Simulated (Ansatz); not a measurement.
# SiC: the cost of one run

Computed with Ansatz 0.2.0 (DFT PBE, scalar-relativistic, plane waves, PAW, unless a step's input says otherwise).

The COD entry's cell or inner coordinates are ideal or old and differ from later refinements, so a difference from it is no clean test against experiment.

2 further runs of the same task are left out: 1 that didn't finish, 1 set aside as unsound or not needed.

## (1) The starting structure

It takes space group P6_3mc (No. 186, hexagonal). Conventional cell: a = 3.095 Å, b = 3.095 Å, c = 15.186 Å, α = 90.00°, β = 90.00°, γ = 120.00°. Si (site symmetry 3m) is surrounded by 4 C at 1.90 Å. Around Si (site symmetry 3m) lie 4 C at 1.89 to 1.90 Å. C (site symmetry 3m) has 4 Si at 1.89 to 1.90 Å as nearest neighbours. Around C (site symmetry 3m) lie 4 Si at 1.90 Å.

As a file:

```xyz
12
Lattice="3.0950 0.0000 0.0000 -1.5475 2.6803 0.0000 0.0000 0.0000 15.1864" Properties=species:S:1:pos:R:3 pbc="T T T"
Si    0.0000    0.0000    1.8989
Si    0.0000    0.0000    9.4921
Si    0.0000    1.7869    4.4317
Si    1.5475    0.8934   12.0249
Si    0.0000    1.7869   14.5533
Si    1.5475    0.8934    6.9601
C     0.0000    0.0000   -0.0047
C     0.0000    0.0000    7.5885
C     0.0000    1.7869    2.5335
C     1.5475    0.8934   10.1268
C     0.0000    1.7869   12.6551
C     1.5475    0.8934    5.0619
```

It is the result of an earlier relaxation at this level (volume 10.50 Å³/atom; gap on the mesh: 2.03 eV).

## (2) Electronic structure at the relaxed geometry

File input.yaml:

```yaml
crystal:
  lattice:
    - [3.0949980732, 0.0, 0.0]
    - [-1.5474990366, 2.6803469561, 0.0]
    - [0.0, 0.0, 15.1864399598]
  atoms:
    - { symbol: Si, position: [0.0, 0.0, 0.1250399221] }
    - { symbol: Si, position: [0.0, 0.0, 0.6250399221] }
    - { symbol: Si, position: [0.3333333333, 0.6666666667, 0.2918177992] }
    - { symbol: Si, position: [0.6666666667, 0.3333333333, 0.7918177992] }
    - { symbol: Si, position: [0.3333333333, 0.6666666667, 0.9583095063] }
    - { symbol: Si, position: [0.6666666667, 0.3333333333, 0.4583095063] }
    - { symbol: C, position: [0.0, 0.0, -0.0003123164] }
    - { symbol: C, position: [0.0, 0.0, 0.4996876836] }
    - { symbol: C, position: [0.3333333333, 0.6666666667, 0.1668296831] }
    - { symbol: C, position: [0.6666666667, 0.3333333333, 0.6668296831] }
    - { symbol: C, position: [0.3333333333, 0.6666666667, 0.8333154056] }
    - { symbol: C, position: [0.6666666667, 0.3333333333, 0.3333154056] }
basis:
  ecutwfc: 420
kpoints:
  mp_grid: { grid: [12, 12, 2] }
  band_path:
    path:
      - [[0.0, 0.0, 0.0], [0.5, 0.0, 0.0], [0.33333333, 0.33333333, 0.0], [0.0, 0.0, 0.0], [0.0, 0.0, 0.5], [0.5, 0.0, 0.5], [0.33333333, 0.33333333, 0.5], [0.0, 0.0, 0.5]]
      - [[0.5, 0.0, 0.5], [0.5, 0.0, 0.0]]
      - [[0.33333333, 0.33333333, 0.5], [0.33333333, 0.33333333, 0.0]]
    npoints: 10
hamiltonian:
  xc: pbe
scf:
  occupations: { method: gaussian, width: 0.02 }
  n_extra_bands: 30
output:
  forces: true
  stress: true
  eigenvalues: true
  populations: true
  dos: { projected: true, de: 0.02, nscf_kmesh: { grid: [18, 18, 3] } }
  bader: false
```

The run is started by

```console
ansatz run input.yaml --threads 2 --pin off --max-ram 5120MiB --backend cpu --events-out ev --progress --plain --runs-dir out
```

What time and memory should one allow on 2 threads of Intel Xeon Platinum 8488C (Sapphire Rapids), shared host?

About 40 s, with a peak of 0.68 GiB.
